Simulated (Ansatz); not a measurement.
The system is Co.

```xyz
4
Lattice="2.4706 0.0000 0.0000 -1.2353 2.1396 0.0000 0.0000 0.0000 8.0882" Properties=species:S:1:pos:R:3 pbc="T T T"
Co    1.2353    0.7132    6.0662
Co    0.0000    0.0000    4.0441
Co    0.0000    1.4264    2.0221
Co    0.0000    0.0000    0.0000
```

Base run:

| Item | Value |
| --- | --- |
| Program | Ansatz 0.2.0 |
| Functional | PBEsol |
| Potentials or basis | all-electron LAPW, scalar-relativistic |
| Cutoff | 290 eV (chosen from the basis error) |
| Basis error allowed | 0.002 eV/atom |
| k mesh | 12 × 12 × 4 |
| Occupations | fermi-dirac, width 0.05 eV |
| Spin | collinear spin, ferromagnetic start |
| Starting moments | [2.0, 2.0, 2.0, 2.0] μB |

Its results: pressure -5.8 GPa; net moment 6.59 μB per cell; site moments Co +1.70, +1.69 μB.

After a change of settings the same cell gave: pressure -2.1 GPa; net moment 6.48 μB per cell; site moments Co +1.68, +1.66 μB. Which change was it?
A. potentials or basis from all-electron LAPW, scalar-relativistic to all-electron LAPW, non-relativistic
B. hubbard terms from none to Co d U = 4 eV
C. potentials or basis from all-electron LAPW, scalar-relativistic to all-electron PAW datasets made for the crystal
D. potentials or basis from all-electron LAPW, scalar-relativistic to all-electron LAPW, inner shells corrected to Dirac's equation

A.
